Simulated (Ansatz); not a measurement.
# Structural energy differences of vanadium

Method: Ansatz, DFT, r2SCAN, plane waves (500 eV) with PAW, scalar-relativistic. The PAW files were generated under PBE, with cores re-solved for the functional.

Each structure is relaxed within its own symmetry, so a high-lying one may be dynamically unstable.

| structure | ΔE (meV/atom) | V (Å³/atom) | cell | magnetic state |
| --- | --- | --- | --- | --- |
| bcc | 0 | 13.28 | a = 2.984 Å | spin not included |
| A15 | 43 | 13.51 | a = 4.763 Å | spin not included |
| omega (AlB2-type) | 113 | 13.48 | a = 4.436 Å, c = 2.372 Å (c/a = 0.535) | spin not included |
| dhcp | 243 | 13.67 | a = 2.627 Å, c = 9.143 Å (c/a = 3.480) | non-magnetic |
| fcc | 243 | 13.72 | a = 3.800 Å | non-magnetic |
| hcp | 271 | 13.63 | a = 2.599 Å, c = 4.662 Å (c/a = 1.794) | non-magnetic |
| simple cubic | 864 | 14.26 | a = 2.425 Å | non-magnetic |
| diamond | 2185 | 19.89 | a = 5.419 Å | ferromagnetic, net 2.17 μB per atom |

ΔE counts from bcc.

Differences under about 8 meV lie within the error of the k-point mesh.
